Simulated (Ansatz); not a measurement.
# HfN (P1) in Ansatz: convergence with k mesh

Aim: find how far k mesh must go before the results for HfN settle, at LDA+U. This setting moves, with any that are tied to it; all else stays.

All numbers are computed with Ansatz 0.2.0; they aren't measurements. Logs are shortened: lines on timing, memory, paths and dates and some standing lists are left out, and cuts for length are marked.

### Step 1. The cell of the first run

The typed cell holds 4 atoms: a = 3.134 Å, b = 3.134 Å, c = 5.417 Å, α = 90.00°, β = 90.00°, γ = 120.00°.

The cell comes from a database or a generator and needn't be the stable form of this composition.

The cell isn't the ideal one: atoms moved at random, drawn with an rms of 0.05 Å.

### Step 2. With k mesh 3 × 3 × 2

File input.yaml:

```yaml
crystal:
  lattice:
    - [3.1339080219, 0.0, 0.0]
    - [-1.566954011, 2.7140439601, 0.0]
    - [0.0, 0.0, 5.41676772]
  atoms:
    - { symbol: Hf, position: [0.333662, 0.65416, 0.250486] }
    - { symbol: Hf, position: [0.661442, 0.335656, 0.749924] }
    - { symbol: "N", position: [0.007637, -0.003532, 0.491773] }
    - { symbol: "N", position: [0.004604, 0.002235, -0.006663] }
hamiltonian:
  xc: lda
  pseudopotentials: { kind: paw, source: jth, xc_functional: pbe }
  hubbard: { sites: [{ species: Hf, l: d, u_eff: 4.5 }] }
kpoints:
  mp_grid: { grid: [3, 3, 2] }
scf:
  occupations: { method: methfessel_paxton, width: 0.1 }
output:
  forces: true
  stress: true
  eigenvalues: true
```

Potentials or basis: JTH PAW.

Started as:

```console
> ansatz run input.yaml --threads 2 --pin off --max-ram 5632MiB --backend cpu --events-out ev --progress --plain --runs-dir out
```

The program printed:

```text
Warning: the checks of this Hf dataset prove no rule for summing its radial tables, as where they were carried onto another mesh than they were made on, and Gregory's rule is taken, under which a leading mesh point left out moves its sums only by what lay on the interval it spanned. That does not make them correct, and they differ from Quantum ESPRESSO's on this file; a re-export a fraction of a mesh step off can move them. hamiltonian.pseudopotentials.radial_quadrature: simpson_from_first_knot sums it by `pw.x`'s rule; on a PAW file no value gives `pw.x`'s numbers. What more to know: hamiltonian.pseudopotentials.radial_quadrature, in the input reference
Warning: the checks of this N dataset prove no rule for summing its radial tables, as where they were carried onto another mesh than they were made on, and Gregory's rule is taken, under which a leading mesh point left out moves its sums only by what lay on the interval it spanned. That does not make them correct, and they differ from Quantum ESPRESSO's on this file; a re-export a fraction of a mesh step off can move them. hamiltonian.pseudopotentials.radial_quadrature: simpson_from_first_knot sums it by `pw.x`'s rule; on a PAW file no value gives `pw.x`'s numbers. What more to know: hamiltonian.pseudopotentials.radial_quadrature, in the input reference
Warning: RAYON_NUM_THREADS=2 ignored (pool sized by the plan → 2); use --threads N
Hf: projections on atomic orbitals take those of the free atom [Kr 4d10 4f14] 5s2 5p6 5d2 6s2 6p0, of charge +0.00 (hamiltonian.pseudopotentials.projection_atoms); the dataset's partial waves leave at most 2.3e-6 of an orbital's norm unspanned inside its sphere
N: projections on atomic orbitals take those of the free atom [He] 2s2 2p3, of charge +0.00 (hamiltonian.pseudopotentials.projection_atoms); the dataset's partial waves leave at most 2.7e-11 of an orbital's norm unspanned inside its sphere
Engine: ansatz 0.2.0, x86_64-unknown-linux-gnu
Pseudopotentials: kind: paw
Pseudopotential: Hf, paw, valence charge 12, recommended cutoff 1230 eV (normal), Hf.paw.azcp
Pseudopotential: N, paw, valence charge 5, recommended cutoff 1320 eV (normal), N.paw.azcp
Functional definition: SPW92
  exchange = slater_x
  correlation = pw_c
Crystal: 4 atoms, lattice volume = 46.073 Å³
Basis set: ecut = 1320 eV, 5049 PW (Γ)
Bands: 21, of which v1, the nominal top of the filled ones, is band 17 counted from 1 (16 counted from 0)
Symmetry: 1 space group operations
Space group: P1 (ITA 1), of the structure as read, at distance tolerance 3.6e-5 Å
k-points: 10 of 18 (time reversal used)
Non-local potential: Hf, projectors of the file, l = 0: 2, l = 1: 2, l = 2: 2
Non-local potential: N, projectors of the file, l = 0: 2, l = 1: 2
PAW form: soft (Blöchl's): semilocal exchange-correlation on the pseudo side does not see the compensation charge
PAW frozen core: N, regenerated for the run's functional, and the local potential with it (the file was generated under x = pbe(κ = 0.804, μ = 0.2195149727645171), c = pbe(β = 0.06672455060314922))
PAW one-centre angular grid: Hf, 590 points (default); XC on 64 Gauss nodes
PAW one-centre angular grid: N, 110 points (default); XC on 64 Gauss nodes
Initial density: superposition of atomic densities (chi_scale 0.1, normalization cell, long waves of neutral atoms under a Hubbard term (reshape's long-wave potential 0.00 eV rms, cloud 2.46 Å wide))
Initial wavefunctions: pseudopotential atomic-orbital guess
Functional: x = slater, c = lda
SCF iter   1: F=—  HF=-19206.944191 eV  |F-HF|=—  |Δ(HF+E_count)|=         —  Δρ=7.00e-2  dr2=2.89e0  ethr=3.10e-3  ⟨swp⟩=6.0  Hψ=1182  notcnv=0
preconditioner: auto → Resta (q_TF=auto, 2.594 Å⁻¹)  ε∞=5.6  [insulator: Δε(μ)=0.129 eV  Ē_g=10.777 eV  σ=0.100 eV  W_gap=0.88  n_scr=22 (ndim 8)  ℏωp=23.2 eV  f_vac=0.000  D(μ)=1.94/eV (n_scr^D=22)  ε∞_Penn≈5.6]
SCF iter   2: F=—  HF=-19206.375165 eV  |F-HF|=—  |Δ(HF+E_count)|=   5.69e-1  S|Δr|=    0.00e0  Δρ=2.63e-2  dr2=1.46e-1  ethr=3.10e-3  ⟨swp⟩=2.9  Hψ=447  notcnv=0  defer=2
SCF iter   3: F=—  HF=-19206.412279 eV  |F-HF|=—  |Δ(HF+E_count)|=   3.71e-2  S|Δr|=    0.00e0  Δρ=1.33e-2  dr2=3.92e-2  ethr=4.30e-4  ⟨swp⟩=1.6  Hψ=263  notcnv=0  defer=2
SCF iter   4: F=—  HF=-19206.427726 eV  |F-HF|=—  |Δ(HF+E_count)|=   1.54e-2  S|Δr|=    0.00e0  Δρ=9.35e-4  dr2=2.77e-4  ethr=1.15e-4  ⟨swp⟩=2.3  Hψ=309  notcnv=0  defer=2
SCF iter   5: F=—  HF=-19206.427712 eV  |F-HF|=—  |Δ(HF+E_count)|=   1.37e-5  S|Δr|=    0.00e0  Δρ=2.49e-4  dr2=3.41e-5  ethr=8.14e-7  ⟨swp⟩=2.0  Hψ=392  notcnv=0  defer=2
SCF iter   6: F=—  HF=-19206.427731 eV  |F-HF|=—  |Δ(HF+E_count)|=   1.89e-5  S|Δr|=    0.00e0  Δρ=1.11e-4  dr2=1.07e-5  ethr=1.00e-7  ⟨swp⟩=2.0  Hψ=295  notcnv=0  defer=2
SCF iter   7: F=—  HF=-19206.427729 eV  |F-HF|=—  |Δ(HF+E_count)|=   1.44e-6  S|Δr|=    0.00e0  Δρ=2.52e-5  dr2=2.78e-7  ethr=3.14e-8  ⟨swp⟩=2.0  Hψ=267  notcnv=0  defer=2
SCF iter   8: F=-19206.427729 eV  HF=-19206.427729 eV  |F-HF|=3.77e-8  |Δ(HF+E_count)|=   7.87e-9  S|Δr|=    0.00e0  Δρ=8.87e-6  dr2=5.09e-8  ethr=2.94e-10  ⟨swp⟩=10.2  Hψ=1121  notcnv=0
SCF 1 converged in 8 iterations: F = -19206.427729 eV  dr2 = 5.09e-8
SCF converged after 8 iterations
Stability not checked: this state was not tested for a lower state beside it, because cold or Methfessel-Paxton smearing, or corrected tetrahedra, fill the levels in a way that the test cannot read (fill_not_monotonic; see scf.lower_state_search)
Free energy (F): -19206.427729 eV
Harris-Foulkes:  -19206.427729 eV  (|F-HF|=3.77e-8)
Internal energy: -19206.425804 eV  (E = F + TS)
E sigma→0 (E₀):  -19206.427248 eV
Entropy (-TS):   -0.001925 eV (-0.481 meV/atom)
Fermi energy:    18.733338 eV
--- Per-component energies (eV) ---
  E_band       = -115.659272
  E_kinetic    = 620.253708
  E_local      = 316.724581  (includes V_loc(G=0)·N_el)
  E_nonlocal   = -1024.403446
  E_hartree    = 332.158437
  E_xc         = -636.837568
  E_vxc        = -396.044007  (∫ρ·V_xc dr)
  E_hubbard    = 8.702502  (on-site DFT+U / exact-exchange correction)
  E_vhub       = 5.565575  (the Hubbard potential's part of the band-sum identity)
  E_paw        = -15939.550102  (= ΣΔE_a)
  E_vpaw       = -302.072004  (= ΣTr[D̂ρ^β])
  E_aug_tail   = 0.000096  (compensation charges beyond the density's cutoff)
  E_ewald      = -2883.634344
  E_core_change = 0.160332  (= ΣΔE_core)
  E_smearing   = -0.001925  (= −TS)
  E_closure    = 0.000000  (closes the sum)
  Σ components = -19206.427729   (vs F -19206.427729, Δ=0.00e0)
--- Forces (eV/Å), atoms counted from 1 ---
  atom   1  Hf    -0.22754323     0.32006010    -0.63189405
  atom   2  Hf     0.21214258     0.00620880    -0.59099183
  atom   3  N     -0.05825533    -0.09734406     0.73660124
  atom   4  N      0.07368713    -0.22892673     0.48628651
  max |Σ_I F_I| component: 3.11e-5 eV/Å
--- Stress (GPa, compression-positive) ---
       -5.578273      -0.335537      -0.138880
       -0.335537      -5.949766       0.034480
       -0.138880       0.034481      10.918330
  P = ⅓ Tr σ = -0.2032 GPa (-2.032 kbar)
--- Band table (eV; the first three rows and the last of 10) ---
  k-point 0: bands = ["-44.2407", "-44.1447", "-13.4592", "-12.6231", "-12.6151", "-12.6046", "-12.5396", "-12.5326", "1.7980", "4.8599", "10.2268", "14.2509", "14.3089", "15.2195", "15.4873", "17.0389", "18.5951", "19.5871", "19.9273", "20.1169", "21.0394"]
  k-point 1: bands = ["-44.2254", "-44.1763", "-13.0742", "-13.0341", "-12.5984", "-12.5947", "-12.5605", "-12.5427", "3.0820", "3.1120", "12.9335", "12.9575", "14.5433", "14.5711", "14.6842", "14.7015", "20.8465", "20.8983", "21.4869", "21.5235", "21.9662"]
  k-point 2: bands = ["-44.1885", "-44.1342", "-13.2586", "-13.1352", "-13.0986", "-12.7876", "-12.6632", "-12.6316", "3.4613", "4.3896", "11.1854", "12.6127", "13.5802", "14.0073", "15.2394", "16.3187", "16.7774", "20.7499", "21.9970", "22.5312", "23.0085"]
  k-point 9: bands = ["-44.1803", "-44.1314", "-13.2909", "-13.2771", "-12.8208", "-12.7965", "-12.7263", "-12.6753", "3.8738", "3.8932", "12.6099", "12.6340", "13.6180", "13.6382", "14.5218", "14.5605", "18.6295", "18.7133", "22.8873", "22.9490", "22.9641"]
Occupation matrices written to <dir>
```

It took 2 s on 2 threads of Intel Xeon Platinum 8488C (Sapphire Rapids), shared host; peak memory 0.47 GiB.

Results:

```yaml
Free_energy: -19206.4277 eV
Pressure: -0.2 GPa
Largest_force: 0.745 eV/Å
Band_gap_on_the_k_mesh: none (metal or under the smearing width)
```

### Step 3. With k mesh 4 × 4 × 2

Edit input.yaml of step 2 so:

```diff
@@ -15,3 +15,3 @@
 kpoints:
-  mp_grid: { grid: [3, 3, 2] }
+  mp_grid: { grid: [4, 4, 2] }
 scf:
```

Potentials or basis: JTH PAW.

Started as:

```console
> ansatz run input.yaml --threads 2 --pin off --max-ram 5632MiB --backend cpu --events-out ev --progress --plain --runs-dir out
```

Run time: 3.5 s. Hardware: 2 threads of Intel Xeon Platinum 8488C (Sapphire Rapids), shared host; peak memory 0.54 GiB.

What came out:

| Quantity | Value |
| --- | --- |
| Free energy | -19206.3977 eV |
| Pressure | -0.3 GPa |
| Largest force | 0.500 eV/Å |
| Band gap on the k mesh | none (metal or under the smearing width) |

### Step 4. With k mesh 5 × 5 × 3

Edit input.yaml of step 3 so:

```diff
@@ -15,3 +15,3 @@
 kpoints:
-  mp_grid: { grid: [4, 4, 2] }
+  mp_grid: { grid: [5, 5, 3] }
 scf:
```

Started as:

```console
> ansatz run input.yaml --threads 2 --pin off --max-ram 5632MiB --backend cpu --events-out ev --progress --plain --runs-dir out
```

Wall time 6.1 s (2 threads of Intel Xeon Platinum 8488C (Sapphire Rapids), shared host); peak memory 0.67 GiB.

What came out:

```
Free energy            : -19206.7390 eV
Pressure               : -2.2 GPa
Largest force          : 0.551 eV/Å
Band gap on the k mesh : none (metal or under the smearing width)
```

### Step 5. With k mesh 6 × 6 × 3

Edit input.yaml of step 4 so:

```diff
@@ -15,3 +15,3 @@
 kpoints:
-  mp_grid: { grid: [5, 5, 3] }
+  mp_grid: { grid: [6, 6, 3] }
 scf:
```

Started as:

```console
> ansatz run input.yaml --threads 2 --pin off --max-ram 5632MiB --backend cpu --events-out ev --progress --plain --runs-dir out
```

It took 8.9 s on 2 threads of Intel Xeon Platinum 8488C (Sapphire Rapids), shared host; peak memory 0.79 GiB.

What came out:

- Free energy: -19206.6814 eV
- Pressure: -2.2 GPa
- Largest force: 0.564 eV/Å
- Band gap on the k mesh: none (metal or under the smearing width)

### Step 6. With k mesh 7 × 7 × 4

Edit input.yaml of step 5 so:

```diff
@@ -15,3 +15,3 @@
 kpoints:
-  mp_grid: { grid: [6, 6, 3] }
+  mp_grid: { grid: [7, 7, 4] }
 scf:
```

Potentials or basis: JTH PAW.

Started as:

```console
> ansatz run input.yaml --threads 2 --pin off --max-ram 5632MiB --backend cpu --events-out ev --progress --plain --runs-dir out
```

It took 16 s on 2 threads of Intel Xeon Platinum 8488C (Sapphire Rapids), shared host; peak memory 1.1 GiB.

Results (log left out):

```
Free energy            : -19206.6725 eV
Pressure               : -1.9 GPa
Largest force          : 0.540 eV/Å
Band gap on the k mesh : none (metal or under the smearing width)
```

### Step 7. With k mesh 9 × 9 × 5

Edit input.yaml of step 6 so:

```diff
@@ -15,3 +15,3 @@
 kpoints:
-  mp_grid: { grid: [7, 7, 4] }
+  mp_grid: { grid: [9, 9, 5] }
 scf:
```

Started as:

```console
> ansatz run input.yaml --threads 2 --pin off --max-ram 5632MiB --backend cpu --events-out ev --progress --plain --runs-dir out
```

Wall time 32 s (2 threads of Intel Xeon Platinum 8488C (Sapphire Rapids), shared host); peak memory 1.8 GiB.

Results (log left out):

```
Free energy            : -19206.6746 eV
Pressure               : -2.1 GPa
Largest force          : 0.553 eV/Å
Band gap on the k mesh : none (metal or under the smearing width)
```

### Step 8. With k mesh 11 × 11 × 6

Edit input.yaml of step 7 so:

```diff
@@ -15,3 +15,3 @@
 kpoints:
-  mp_grid: { grid: [9, 9, 5] }
+  mp_grid: { grid: [11, 11, 6] }
 scf:
```

Started as:

```console
> ansatz run input.yaml --threads 2 --pin off --max-ram 5632MiB --backend cpu --events-out ev --progress --plain --runs-dir out
```

Run time: 56 s. Hardware: 2 threads of Intel Xeon Platinum 8488C (Sapphire Rapids), shared host; peak memory 3 GiB.

The run converged. Its results:

```yaml
Free_energy: -19206.6898 eV
Pressure: -2.0 GPa
Largest_force: 0.540 eV/Å
Band_gap_on_the_k_mesh: none (metal or under the smearing width)
```

### Step 9. With k mesh 13 × 13 × 7

Edit input.yaml of step 8 so:

```diff
@@ -15,3 +15,3 @@
 kpoints:
-  mp_grid: { grid: [11, 11, 6] }
+  mp_grid: { grid: [13, 13, 7] }
 scf:
```

Potentials or basis: JTH PAW.

Started as:

```console
> ansatz run input.yaml --threads 2 --pin off --max-ram 5632MiB --backend cpu --events-out ev --progress --plain --runs-dir out
```

Run time: 91 s. Hardware: 2 threads of Intel Xeon Platinum 8488C (Sapphire Rapids), shared host; peak memory 4.6 GiB.

It converged, with:

- Free energy: -19206.6792 eV
- Pressure: -1.9 GPa
- Largest force: 0.532 eV/Å
- Band gap on the k mesh: none (metal or under the smearing width)

### Step 10. Summary

| k mesh | energy less the tightest run, at zero smearing (meV/atom) | pressure (GPa) | largest force (eV/Å) | SCF cycles | CPU time (s) | peak memory (GiB) |
| --- | --- | --- | --- | --- | --- | --- |
| 3 × 3 × 2 | 62.94 | -0.20 | 0.745 | 8 | 3.7 | 0.47 |
| 4 × 4 × 2 | 70.46 | -0.32 | 0.500 | 10 | 6.8 | 0.54 |
| 5 × 5 × 3 | -14.96 | -2.25 | 0.551 | 8 | 12 | 0.67 |
| 6 × 6 × 3 | -0.53 | -2.19 | 0.564 | 9 | 18 | 0.79 |
| 7 × 7 × 4 | 1.58 | -1.94 | 0.540 | 9 | 31 | 1.1 |
| 9 × 9 × 5 | 1.09 | -2.07 | 0.553 | 8 | 63 | 1.8 |
| 11 × 11 × 6 | -2.68 | -2.00 | 0.540 | 8 | 110 | 3 |
| 13 × 13 × 7 | 0.00 | -1.94 | 0.532 | 8 | 180 | 4.6 |

Against the tightest run, the pressure stays within 0.1 GPa from 11 × 11 × 6 on. Not settled before the last step: the energy (to 1 meV/atom), the largest force (to 0.005 eV/Å). Meshes of other sizes hit other points, so gaps and Fermi surfaces needn't settle smoothly. The tightest run that finished is the yardstick and may itself not be fully converged.

Caveats: U without spin polarisation on a metal has little footing.
